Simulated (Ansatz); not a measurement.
# AlN (P6_3mc): the equilibrium volume, part 2 of 2

At what volume is AlN (P6_3mc) free of pressure?

Ansatz 0.2.0; DFT PBEsol, scalar-relativistic, plane waves, PAW.

## Step 3: Full relaxation

File input.yaml:

```yaml
crystal:
  lattice:
    - [3.128588136, 0.0, 0.0]
    - [-1.564294068, 2.7094368037, 0.0]
    - [0.0, 0.0, 5.016955]
  atoms:
    - { symbol: Al, position: [0.66666667, 0.33333333, 0.499287] }
    - { symbol: Al, position: [0.33333333, 0.66666667, 0.999287] }
    - { symbol: "N", position: [0.66666667, 0.33333333, 0.880713] }
    - { symbol: "N", position: [0.33333333, 0.66666667, 0.380713] }
basis:
  ecutwfc: 420
kpoints:
  mp_grid: { grid: [9, 9, 4] }
hamiltonian:
  xc: pbesol
scf:
  occupations: { method: gaussian, width: 0.02 }
output:
  forces: true
  stress: true
  eigenvalues: true
relax:
  adjacent_minimum: "off"
  f_tol: 0.005
  max_steps: 80
  cell: { stress_tol: 0.05 }
```

Launch:

```console
> ansatz run input.yaml --threads 8 --pin off --max-ram 16384MiB --backend cpu --events-out ev --progress --plain --runs-dir out
```

Log:

```text
Warning: RAYON_NUM_THREADS=8 ignored (pool sized by the plan → 8); use --threads N
Engine: ansatz 0.2.0, aarch64-unknown-linux-gnu
Pseudopotentials: kind: paw
Pseudopotential: Al, paw, valence charge 3, recommended cutoff 420 eV (normal), Al.paw.azcp
Pseudopotential: N, paw, valence charge 5, recommended cutoff 420 eV (normal), N.paw.azcp
Functional definition: PBEsol
  exchange = pbesol_x
  correlation = pbesol_c
Crystal: 4 atoms, lattice volume = 42.527 Å³
Basis set: ecut = 420 eV, 833 PW (Γ), exchange–correlation on 48×48×72 points (8 copies of the dense FFT grid, shifted against one another)
Bands: 12, of which v1, the nominal top of the filled ones, is band 8 counted from 1 (7 counted from 0)
Symmetry: 12 space group operations
Space group: P63mc (ITA 186), of the structure as read, at distance tolerance 3.5e-5 Å
k-points: 36 of 324 (time reversal used)
Non-local potential: Al, projectors of the file, l = 0: 2, l = 1: 2, l = 2: 1
Non-local potential: N, projectors of the file, l = 0: 2, l = 1: 2, l = 2: 1
PAW form: soft (Blöchl's): semilocal exchange-correlation on the pseudo side does not see the compensation charge
PAW frozen core: Al, regenerated for the run's functional, and the local potential with it (the file was generated under x = pbe(κ = 0.804, μ = 0.2195149727645171), c = pbe(β = 0.06672455060314922))
PAW frozen core: N, regenerated for the run's functional, and the local potential with it (the file was generated under x = pbe(κ = 0.804, μ = 0.2195149727645171), c = pbe(β = 0.06672455060314922))
PAW one-centre angular grid: Al, 110 points (default); XC on 64 Gauss nodes
PAW one-centre angular grid: N, 110 points (default); XC on 64 Gauss nodes
Initial density: superposition of atomic densities (neutral atoms: chi_scale 0, normalization atom), corrected by the library's trained network
Initial wavefunctions: pseudopotential atomic-orbital guess
Functional: x = pbesol(κ = 0.804, μ = 0.12345679012345678), c = pbesol(β = 0.046)
SCF iter   1: F=—  HF=-1811.923825 eV  |F-HF|=—  |Δ(HF+E_count)|=         —  Δρ=1.03e-2  dr2=4.84e-2  ethr=1.77e-3  ⟨swp⟩=6.2  Hψ=2943  notcnv=0
preconditioner: auto → none  [insulator: Δε(μ)=3.889 eV  Ē_g=12.817 eV  σ=0.020 eV  W_gap=1.00  n_scr=2 (ndim 8)  ℏωp=22.8 eV  f_vac=0.000  D(μ)=0.00/eV (n_scr^D=0)  ε∞_Penn≈4.2]
SCF iter   2: F=—  HF=-1811.910178 eV  |F-HF|=—  |Δ(HF+E_count)|=   1.36e-2  Δρ=1.29e-3  dr2=7.73e-4  ethr=3.02e-4  ⟨swp⟩=2.9  Hψ=1076  notcnv=0
SCF iter   3: F=—  HF=-1811.910026 eV  |F-HF|=—  |Δ(HF+E_count)|=   1.52e-4  Δρ=4.72e-4  dr2=5.23e-5  ethr=4.83e-6  ⟨swp⟩=2.1  Hψ=686  notcnv=0
SCF iter   4: F=—  HF=-1811.909871 eV  |F-HF|=—  |Δ(HF+E_count)|=   1.55e-4  Δρ=2.03e-5  dr2=6.75e-8  ethr=6.25e-10  ⟨swp⟩=4.8  Hψ=2425  notcnv=0
iter 5 did not close the SCF: its close was put off for the readings that it lacked (scf_convergence_deferred on its scf_iter line)
SCF iter   5: F=-1811.909871 eV  HF=-1811.909871 eV  |F-HF|=2.85e-10  |Δ(HF+E_count)|=   3.51e-8  Δρ=1.28e-6  dr2=2.58e-10  ethr=4.22e-10  ⟨swp⟩=2.2  Hψ=684  notcnv=0
SCF iter   6: F=-1811.909871 eV  HF=-1811.909871 eV  |F-HF|=4.77e-12  |Δ(HF+E_count)|=  3.14e-10  Δρ=1.54e-7  dr2=3.55e-12  ethr=1.61e-12  ⟨swp⟩=1.0  Hψ=1298  notcnv=0
SCF 1 converged in 6 iterations: F = -1811.909871 eV  dr2 = 3.55e-12
relax step   1: F+E_penalty+E_count = -1811.90987066 eV  Δ(F+E_penalty+E_count) = +0.000e0 eV  max|allowed force component| = 5.849e-3 eV/Å  Δτ_max = 0.0000 Å  P = -3.125 GPa  Ω = 42.527 Å³  (6 SCF iters, dr2 threshold 1.00e-7 eV, accepted)
Crystal: 4 atoms, lattice volume = 42.181 Å³
Initial density: handed on by an earlier stage of this run
Initial wavefunctions: those handed on with the density
iter 1 solved again at ethr=1.00e-5 eV; its pass at ethr=3.10e-3 eV (dr2=1.60e-3 eV) is discarded
SCF iter   1: F=—  HF=-1811.916707 eV  |F-HF|=—  |Δ(HF+E_count)|=         —  Δρ=1.85e-3  dr2=1.65e-3  ethr=1.00e-5  ⟨swp⟩=1.0  Hψ=2674  notcnv=0
preconditioner: auto → none  [insulator: Δε(μ)=4.047 eV  Ē_g=12.963 eV  σ=0.020 eV  W_gap=1.00  n_scr=2 (ndim 8)  ℏωp=22.9 eV  f_vac=0.000  D(μ)=0.00/eV (n_scr^D=0)  ε∞_Penn≈4.1]
SCF iter   2: F=—  HF=-1811.916223 eV  |F-HF|=—  |Δ(HF+E_count)|=   4.84e-4  Δρ=3.08e-4  dr2=4.47e-5  ethr=1.00e-5  ⟨swp⟩=2.2  Hψ=719  notcnv=0
SCF iter   3: F=—  HF=-1811.916059 eV  |F-HF|=—  |Δ(HF+E_count)|=   1.64e-4  Δρ=1.13e-4  dr2=3.76e-6  ethr=2.80e-7  ⟨swp⟩=2.0  Hψ=675  notcnv=0
iter 4 did not close the SCF: its close was put off for the readings that it lacked (scf_convergence_deferred on its scf_iter line)
SCF iter   4: F=-1811.916057 eV  HF=-1811.916057 eV  |F-HF|=1.89e-9  |Δ(HF+E_count)|=   1.15e-6  Δρ=5.35e-6  dr2=5.72e-9  ethr=2.35e-8  ⟨swp⟩=2.0  Hψ=680  notcnv=0
iter 5 did not close the SCF: its close was put off for the readings that it lacked (scf_convergence_deferred on its scf_iter line)
SCF iter   5: F=-1811.916057 eV  HF=-1811.916057 eV  |F-HF|=3.52e-11  |Δ(HF+E_count)|=   2.82e-9  Δρ=5.68e-7  dr2=6.21e-11  ethr=3.57e-11  ⟨swp⟩=2.5  Hψ=634  notcnv=0
SCF iter   6: F=-1811.916057 eV  HF=-1811.916057 eV  |F-HF|=6.82e-13  |Δ(HF+E_count)|=  4.41e-11  Δρ=8.69e-8  dr2=1.70e-12  ethr=1.00e-12  ⟨swp⟩=1.0  Hψ=1017  notcnv=0
SCF 2 converged in 6 iterations: F = -1811.916057 eV  dr2 = 1.70e-12
relax step   2: F+E_penalty+E_count = -1811.91605748 eV  Δ(F+E_penalty+E_count) = -6.187e-3 eV  max|allowed force component| = 6.116e-3 eV/Å  Δτ_max = 0.0007 Å  P = -1.524 GPa  Ω = 42.181 Å³  energy of the carried Pulay correction = +1.118e-3 eV  (6 SCF iters, dr2 threshold 4.00e-7 eV, accepted)
Crystal: 4 atoms, lattice volume = 41.857 Å³
Basis set: ecut = 420 eV, 809 PW (Γ), exchange–correlation on 48×48×72 points (8 copies of the dense FFT grid, shifted against one another)
iter 1 solved again at ethr=8.94e-6 eV; its pass at ethr=3.10e-3 eV (dr2=1.43e-3 eV) is discarded
SCF iter   1: F=—  HF=-1811.919228 eV  |F-HF|=—  |Δ(HF+E_count)|=         —  Δρ=1.75e-3  dr2=1.47e-3  ethr=8.94e-6  ⟨swp⟩=1.0  Hψ=2644  notcnv=0
preconditioner: auto → none  [insulator: Δε(μ)=4.108 eV  Ē_g=13.022 eV  σ=0.020 eV  W_gap=1.00  n_scr=2 (ndim 8)  ℏωp=23.0 eV  f_vac=0.000  D(μ)=0.00/eV (n_scr^D=0)  ε∞_Penn≈4.1]
SCF iter   2: F=—  HF=-1811.918793 eV  |F-HF|=—  |Δ(HF+E_count)|=   4.35e-4  Δρ=2.91e-4  dr2=3.96e-5  ethr=8.94e-6  ⟨swp⟩=2.2  Hψ=711  notcnv=0
SCF iter   3: F=—  HF=-1811.918632 eV  |F-HF|=—  |Δ(HF+E_count)|=   1.61e-4  Δρ=1.07e-4  dr2=3.30e-6  ethr=2.48e-7  ⟨swp⟩=2.0  Hψ=674  notcnv=0
iter 4 did not close the SCF: its close was put off for the readings that it lacked (scf_convergence_deferred on its scf_iter line)
SCF iter   4: F=-1811.918631 eV  HF=-1811.918631 eV  |F-HF|=1.58e-9  |Δ(HF+E_count)|=   1.05e-6  Δρ=4.97e-6  dr2=4.83e-9  ethr=2.06e-8  ⟨swp⟩=2.0  Hψ=681  notcnv=0
iter 5 did not close the SCF: its close was put off for the readings that it lacked (scf_convergence_deferred on its scf_iter line)
SCF iter   5: F=-1811.918631 eV  HF=-1811.918631 eV  |F-HF|=3.30e-11  |Δ(HF+E_count)|=   2.32e-9  Δρ=6.65e-7  dr2=9.01e-11  ethr=3.02e-11  ⟨swp⟩=2.6  Hψ=665  notcnv=0
SCF iter   6: F=-1811.918631 eV  HF=-1811.918631 eV  |F-HF|=6.82e-13  |Δ(HF+E_count)|=  4.93e-11  Δρ=1.07e-7  dr2=2.83e-12  ethr=1.00e-12  ⟨swp⟩=1.0  Hψ=1233  notcnv=0
SCF 3 converged in 6 iterations: F = -1811.918631 eV  dr2 = 2.83e-12
relax step   3: F+E_penalty+E_count = -1811.91863109 eV  Δ(F+E_penalty+E_count) = -2.574e-3 eV  max|allowed force component| = 2.331e-3 eV/Å  Δτ_max = 0.0006 Å  P = +0.033 GPa  Ω = 41.857 Å³  energy of the carried Pulay correction = +2.170e-3 eV  (6 SCF iters, dr2 threshold 4.00e-7 eV, accepted)
Initial wavefunctions: pseudopotential atomic-orbital guess (no wavefunctions were taken with the density)
iter 1 solved again at ethr=4.44e-9 eV; its pass at ethr=3.10e-3 eV (dr2=7.11e-7 eV) is discarded
SCF iter   1: F=—  HF=-1811.916890 eV  |F-HF|=—  |Δ(HF+E_count)|=         —  Δρ=8.41e-5  dr2=4.16e-7  ethr=4.44e-9  ⟨swp⟩=3.1  Hψ=4247  notcnv=0
preconditioner: auto → none  [insulator: Δε(μ)=4.093 eV  Ē_g=13.010 eV  σ=0.020 eV  W_gap=1.00  n_scr=2 (ndim 8)  ℏωp=23.0 eV  f_vac=0.000  D(μ)=0.00/eV (n_scr^D=0)  ε∞_Penn≈4.1]
SCF iter   2: F=—  HF=-1811.916742 eV  |F-HF|=—  |Δ(HF+E_count)|=   1.47e-4  Δρ=4.03e-5  dr2=7.65e-8  ethr=2.60e-9  ⟨swp⟩=2.0  Hψ=720  notcnv=0
SCF iter   3: F=—  HF=-1811.916743 eV  |F-HF|=—  |Δ(HF+E_count)|=   2.09e-7  Δρ=5.43e-6  dr2=1.77e-9  ethr=4.78e-10  ⟨swp⟩=2.0  Hψ=720  notcnv=0
iter 4 did not close the SCF: its close was put off for the readings that it lacked (scf_convergence_deferred on its scf_iter line)
SCF iter   4: F=-1811.916743 eV  HF=-1811.916743 eV  |F-HF|=2.91e-11  |Δ(HF+E_count)|=   4.29e-9  Δρ=5.37e-7  dr2=3.32e-11  ethr=1.10e-11  ⟨swp⟩=2.1  Hψ=720  notcnv=0
iter 5 did not close the SCF: its close was put off for the readings that it lacked (scf_convergence_deferred on its scf_iter line)
SCF iter   5: F=-1811.916743 eV  HF=-1811.916743 eV  |F-HF|=9.09e-13  |Δ(HF+E_count)|=  3.09e-11  Δρ=6.81e-8  dr2=1.63e-12  ethr=1.00e-12  ⟨swp⟩=1.0  Hψ=432  notcnv=0
SCF iter   6: F=-1811.916743 eV  HF=-1811.916743 eV  |F-HF|=0.00e0  |Δ(HF+E_count)|=    0.00e0  Δρ=1.04e-8  dr2=2.19e-14  ethr=1.00e-12  ⟨swp⟩=2.0  Hψ=1296  notcnv=0
SCF 4 converged in 6 iterations: F = -1811.916743 eV  dr2 = 2.19e-14
relax step   4: F+E_penalty+E_count = -1811.91674260 eV  Δ(F+E_penalty+E_count) = +1.888e-3 eV  max|allowed force component| = 2.365e-3 eV/Å  Δτ_max = 0.0000 Å  P = -0.052 GPa  Ω = 41.857 Å³  stress off target by 5.32e-2 GPa  SCF on the basis re-selected at this cell (its energy is not comparable with the rows above)  (6 SCF iters)
basis re-selected at this cell: Δ(F+E_penalty+E_count) = +1.888e-3 eV, ΔP = -0.085 GPa vs the last step (what re-selecting the basis moved, of the pressure what is left beyond the Pulay correction that the steps carried, after the strain that the cell walked since its last selection, with what the two solves' SCF thresholds leave and, on support functions, any second-order correction that the steps lacked; it is no measure of the basis error at this ecutwfc). This SCF's stress stands 5.32e-2 GPa from its target on what of the cell is left free (relax.cell.stress_tol is 5.00e-2 GPa) and its largest allowed force component is 2.36e-3 eV/Å (relax.f_tol is 5.00e-3 eV/Å): not within both, so this SCF does not close the relaxation
Crystal: 4 atoms, lattice volume = 41.846 Å³
iter 1 solved again at ethr=1.13e-8 eV; its pass at ethr=3.10e-3 eV (dr2=1.82e-6 eV) is discarded
SCF iter   1: F=—  HF=-1811.916929 eV  |F-HF|=—  |Δ(HF+E_count)|=         —  Δρ=6.27e-5  dr2=1.87e-6  ethr=1.13e-8  ⟨swp⟩=1.0  Hψ=2631  notcnv=0
preconditioner: auto → none  [insulator: Δε(μ)=4.095 eV  Ē_g=13.013 eV  σ=0.020 eV  W_gap=1.00  n_scr=2 (ndim 8)  ℏωp=23.0 eV  f_vac=0.000  D(μ)=0.00/eV (n_scr^D=0)  ε∞_Penn≈4.1]
SCF iter   2: F=—  HF=-1811.916781 eV  |F-HF|=—  |Δ(HF+E_count)|=   1.48e-4  Δρ=1.07e-5  dr2=4.93e-8  ethr=1.13e-8  ⟨swp⟩=2.1  Hψ=647  notcnv=0
iter 3 did not close the SCF: its close was put off for the readings that it lacked (scf_convergence_deferred on its scf_iter line)
SCF iter   3: F=-1811.916781 eV  HF=-1811.916781 eV  |F-HF|=1.60e-9  |Δ(HF+E_count)|=   1.47e-8  Δρ=4.02e-6  dr2=4.84e-9  ethr=3.08e-10  ⟨swp⟩=1.9  Hψ=660  notcnv=0
iter 4 did not close the SCF: its close was put off for the readings that it lacked (scf_convergence_deferred on its scf_iter line)
SCF iter   4: F=-1811.916781 eV  HF=-1811.916781 eV  |F-HF|=4.55e-13  |Δ(HF+E_count)|=   1.26e-9  Δρ=2.91e-7  dr2=1.67e-11  ethr=3.02e-11  ⟨swp⟩=2.0  Hψ=695  notcnv=0
iter 5 did not close the SCF: its close was put off for the readings that it lacked (scf_convergence_deferred on its scf_iter line)
SCF iter   5: F=-1811.916781 eV  HF=-1811.916781 eV  |F-HF|=2.27e-13  |Δ(HF+E_count)|=  3.64e-12  Δρ=5.91e-8  dr2=5.84e-13  ethr=1.00e-12  ⟨swp⟩=1.0  Hψ=432  notcnv=0
iter 6 did not close the SCF: its close was put off for the readings that it lacked (scf_convergence_deferred on its scf_iter line)
SCF iter   6: F=-1811.916781 eV  HF=-1811.916781 eV  |F-HF|=6.82e-13  |Δ(HF+E_count)|=  2.27e-13  Δρ=5.49e-9  dr2=4.48e-15  ethr=1.00e-12  ⟨swp⟩=1.0  Hψ=432  notcnv=0
SCF iter   7: F=-1811.916781 eV  HF=-1811.916781 eV  |F-HF|=4.55e-13  |Δ(HF+E_count)|=  4.55e-13  Δρ=3.52e-10  dr2=2.41e-17  ethr=1.00e-12  ⟨swp⟩=1.0  Hψ=1008  notcnv=0
SCF 5 converged in 7 iterations: F = -1811.916781 eV  dr2 = 2.41e-17
relax step   5: F+E_penalty+E_count = -1811.91678079 eV  Δ(F+E_penalty+E_count) = -3.819e-5 eV  max|allowed force component| = 1.406e-3 eV/Å  Δτ_max = 0.0001 Å  P = +0.001 GPa  Ω = 41.846 Å³  energy of the carried Pulay correction = +3.583e-5 eV  (7 SCF iters, accepted)
iter 1 solved again at ethr=5.19e-9 eV; its pass at ethr=3.10e-3 eV (dr2=8.31e-7 eV) is discarded
SCF iter   1: F=—  HF=-1811.916877 eV  |F-HF|=—  |Δ(HF+E_count)|=         —  Δρ=4.54e-6  dr2=2.31e-9  ethr=5.19e-9  ⟨swp⟩=3.1  Hψ=4240  notcnv=0
preconditioner: auto → none  [insulator: Δε(μ)=4.095 eV  Ē_g=13.012 eV  σ=0.020 eV  W_gap=1.00  n_scr=2 (ndim 8)  ℏωp=23.0 eV  f_vac=0.000  D(μ)=0.00/eV (n_scr^D=0)  ε∞_Penn≈4.1]
SCF iter   2: F=—  HF=-1811.916729 eV  |F-HF|=—  |Δ(HF+E_count)|=   1.48e-4  Δρ=2.93e-6  dr2=9.65e-10  ethr=1.44e-11  ⟨swp⟩=3.2  Hψ=915  notcnv=0
SCF iter   3: F=—  HF=-1811.916729 eV  |F-HF|=—  |Δ(HF+E_count)|=  3.69e-10  Δρ=1.97e-6  dr2=3.35e-10  ethr=6.03e-12  ⟨swp⟩=1.0  Hψ=432  notcnv=0
iter 4 did not close the SCF: its close was put off for the readings that it lacked (scf_convergence_deferred on its scf_iter line)
SCF iter   4: F=-1811.916729 eV  HF=-1811.916729 eV  |F-HF|=6.82e-12  |Δ(HF+E_count)|=  4.81e-10  Δρ=3.12e-7  dr2=1.13e-11  ethr=2.09e-12  ⟨swp⟩=2.1  Hψ=704  notcnv=0
iter 5 did not close the SCF: its close was put off for the readings that it lacked (scf_convergence_deferred on its scf_iter line)
SCF iter   5: F=-1811.916729 eV  HF=-1811.916729 eV  |F-HF|=6.82e-13  |Δ(HF+E_count)|=  1.11e-11  Δρ=5.85e-8  dr2=6.08e-13  ethr=1.00e-12  ⟨swp⟩=1.0  Hψ=432  notcnv=0
iter 6 did not close the SCF: its close was put off for the readings that it lacked (scf_convergence_deferred on its scf_iter line)
SCF iter   6: F=-1811.916729 eV  HF=-1811.916729 eV  |F-HF|=4.55e-13  |Δ(HF+E_count)|=  2.27e-13  Δρ=2.54e-8  dr2=1.00e-13  ethr=1.00e-12  ⟨swp⟩=1.0  Hψ=432  notcnv=0
iter 7 did not close the SCF: its close was put off for the readings that it lacked (scf_convergence_deferred on its scf_iter line)
SCF iter   7: F=-1811.916729 eV  HF=-1811.916729 eV  |F-HF|=2.27e-13  |Δ(HF+E_count)|=  2.27e-13  Δρ=1.35e-8  dr2=2.98e-14  ethr=1.00e-12  ⟨swp⟩=1.0  Hψ=432  notcnv=0
SCF iter   8: F=-1811.916729 eV  HF=-1811.916729 eV  |F-HF|=0.00e0  |Δ(HF+E_count)|=    0.00e0  Δρ=5.42e-9  dr2=4.33e-15  ethr=1.00e-12  ⟨swp⟩=1.0  Hψ=1008  notcnv=0
SCF 6 converged in 8 iterations: F = -1811.916729 eV  dr2 = 4.33e-15
relax step   6: F+E_penalty+E_count = -1811.91672937 eV  Δ(F+E_penalty+E_count) = +5.142e-5 eV  max|allowed force component| = 1.437e-3 eV/Å  Δτ_max = 0.0000 Å  P = +0.000 GPa  Ω = 41.846 Å³  stress off target by 3.97e-3 GPa  SCF on the basis re-selected at this cell (its energy is not comparable with the rows above)  (8 SCF iters)
basis re-selected at this cell: Δ(F+E_penalty+E_count) = +5.142e-5 eV, ΔP = -0.001 GPa vs the last step (what re-selecting the basis moved, of the pressure what is left beyond the Pulay correction that the steps carried, after the strain that the cell walked since its last selection, with what the two solves' SCF thresholds leave and, on support functions, any second-order correction that the steps lacked; it is no measure of the basis error at this ecutwfc). This SCF's stress stands 3.97e-3 GPa from its target on what of the cell is left free (relax.cell.stress_tol is 5.00e-2 GPa) and its largest allowed force component is 1.44e-3 eV/Å (relax.f_tol is 5.00e-3 eV/Å): within both
SCF converged after 8 iterations
Free energy (F): -1811.916729 eV
Harris-Foulkes:  -1811.916729 eV  (|F-HF|=0.00e0)
Internal energy: -1811.916729 eV  (E = F + TS)
E sigma→0 (E₀):  -1811.916729 eV
Fermi energy:    9.087666 eV
--- Per-component energies (eV) ---
  E_band       = 28.520140
  E_kinetic    = 317.496249
  E_local      = -446.175031  (includes V_loc(G=0)·N_el)
  E_nonlocal   = 111.268789
  E_hartree    = 153.722826
  E_xc         = -201.378329
  E_vxc        = -214.926053  (∫ρ·V_xc dr)
  E_paw        = -1155.479408  (= ΣΔE_a)
  E_vpaw       = -46.589654  (= ΣTr[D̂ρ^β])
  E_aug_tail   = 0.000188  (compensation charges beyond the density's cutoff)
  E_ewald      = -591.466488
  E_core_change = 0.094476  (= ΣΔE_core)
  E_smearing   = -0.000000  (= −TS)
  E_closure    = 0.000000  (closes the sum)
  Σ components = -1811.916729   (vs F -1811.916729, Δ=0.00e0)
--- Forces (eV/Å), atoms counted from 1 ---
  atom   1  Al    -0.00000000     0.00000000    -0.00143693
  atom   2  Al     0.00000000    -0.00000000    -0.00143693
  atom   3  N      0.00000000    -0.00000000     0.00143616
  atom   4  N     -0.00000000     0.00000000     0.00143616
  max |Σ_I F_I| component: 1.55e-6 eV/Å
--- Stress (GPa, compression-positive) ---
       -0.001880      -0.000000      -0.000000
        0.000000      -0.001880       0.000000
        0.000000       0.000000       0.003974
  P = ⅓ Tr σ = 0.0001 GPa (0.001 kbar)
--- Band table (eV; the first three rows and the last of 36) ---
  k-point 0: bands = ["-8.1121", "-5.9370", "0.9958", "6.1627", "6.1627", "6.8169", "6.8169", "7.0402", "11.1351", "13.5804", "17.5256", "18.0549"]
  k-point 1: bands = ["-7.8733", "-6.3783", "1.8030", "5.8199", "6.2537", "6.2537", "6.7162", "6.7162", "12.1021", "13.7005", "17.1905", "18.0243"]
  k-point 2: bands = ["-7.2161", "-7.2161", "3.6814", "3.6814", "6.4800", "6.4800", "6.4800", "6.4800", "13.3951", "13.3951", "17.2374", "17.2374"]
  k-point 35: bands = ["-5.5357", "-5.5357", "2.1656", "2.1656", "3.1282", "3.1282", "6.2393", "6.2393", "14.3195", "14.3195", "14.7374", "14.7374"]
--- Relaxed structure (4 steps of the walk, 4 accepted, 2 SCFs on fresh bases) ---
  F+E_penalty+E_count = -1811.91672937 eV   max|allowed force component| = 1.437e-3 eV/Å   (the final SCF, on the basis selected at the relaxed cell)
  cell:  # Å, volume = 41.8460 Å³
    - [3.1137807605797305, -6.444607007184224e-33, 1.380987215825191e-33]
    - [-1.5568903802898653, 2.696613240477278, -5.701514963690434e-19]
    - [2.214529499014915e-33, -1.0557265615242025e-18, 4.983645038579402]
  atoms:
    - { symbol: Al, position: [0.6666666666666666, 0.3333333333333333, 0.49902189415646125] }
    - { symbol: Al, position: [0.3333333333333333, 0.6666666666666666, 0.9990218941564614] }
    - { symbol: N, position: [0.6666666666666666, 0.3333333333333333, 0.8809781058435388] }
    - { symbol: N, position: [0.3333333333333333, 0.6666666666666666, 0.3809781058435387] }
```

Run time: 2.7 s. Hardware: 8 threads of Arm Neoverse V1, shared host; peak memory 0.37 GiB.

The steps of the relaxation:

| step | energy from step 1 (meV/atom) | largest force component (eV/Å) | pressure (GPa) | volume (Å³/atom) |
| --- | --- | --- | --- | --- |
| 1 | 0.0 | 0.006 | -3.12 | 10.632 |
| 2 | -1.5 | 0.006 | -1.52 | 10.545 |
| 3 | -2.2 | 0.002 | 0.03 | 10.464 |
| 4 | -1.7 | 0.002 | -0.05 | 10.464 |
| 5 | -1.7 | 0.001 | 0.00 | 10.461 |
| 6 | -1.7 | 0.001 | 0.00 | 10.461 |

Step 1 is the start. Step 4 repeats a cell on a basis chosen anew, so the energy can jump there without a move. Step 6 repeats the geometry before it on a plane-wave basis chosen anew for the final cell, which leaves the energy as it was.

Result: volume 10.461 Å³/atom, pressure 0.00 GPa, mesh gap 4.09 eV.

## Step 4: The cell, before and after

The cell before and after:

| cell as typed | before | after | change |
| --- | --- | --- | --- |
| a (Å) | 3.129 | 3.114 | -0.5 % |
| b (Å) | 3.129 | 3.114 | -0.5 % |
| c (Å) | 5.017 | 4.984 | -0.7 % |
| volume (Å³/atom) | 10.632 | 10.461 | -1.6 % |
| shortest distance (Å) | 1.902 | 1.892 | -0.5 % |
| space group | P6_3mc | P6_3mc | same |

## Step 5: What came out

This closing draws on all 2 parts. Changes of volume or cell count from the first structure of part 1.

| quantity | value |
| --- | --- |
| volume | 10.461 Å³/atom |
| pressure | 0.00 GPa |
| conventional cell | a = 3.114 Å, b = 3.114 Å, c = 4.984 Å, α = 90.00°, β = 90.00°, γ = 120.00° |
| gap on the mesh | 4.09 eV |

Over the 2 runs shown the cell moved from 10.63 to 10.46 Å³/atom, a change of -1.6 %, where the pressure is zero within 0.01 GPa.

These are semilocal Kohn-Sham gaps, which aren't the measured quantity. Such gaps usually fall short of the measured ones.
